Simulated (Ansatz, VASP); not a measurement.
## Au in VASP and in Ansatz

```
Au
1.0
     0.00000    2.88635    2.88635
     2.88635    0.00000    2.88635
     2.88635    2.88635    0.00000
Au
2
Direct
  0.12500 0.12500 0.12500
  0.87500 0.87500 0.87500
```

Alike in both runs: task single point; functional PBEsol; k mesh 10 × 10 × 10; occupations fermi-dirac, width 0.1 eV; no spin polarisation.

```csv
,VASP,Ansatz
version,VASP 6.6.1,Ansatz 0.2.0
potentials or method,"VASP PAW PBE potentials, release 64 (Au)","plane waves (420 eV) with PAW, scalar-relativistic"
plane-wave cutoff (eV),520,420
valence electrons in the cell,22,38
```

```tsv
	VASP	Ansatz	Ansatz less VASP
pressure (GPa)	12.6	12.8	+0.19
```

With one functional, cell and mesh, what is left measures potentials, basis and numerics. The two sets of potentials don't hold the same shells in valence. Ansatz warned: «pseudo_functional_mismatch».

Caveats: the PAW data sets were made with another functional, which shifts forces and pressure a little (VASP). Spin-orbit coupling is left out, which matters for the levels of Au.
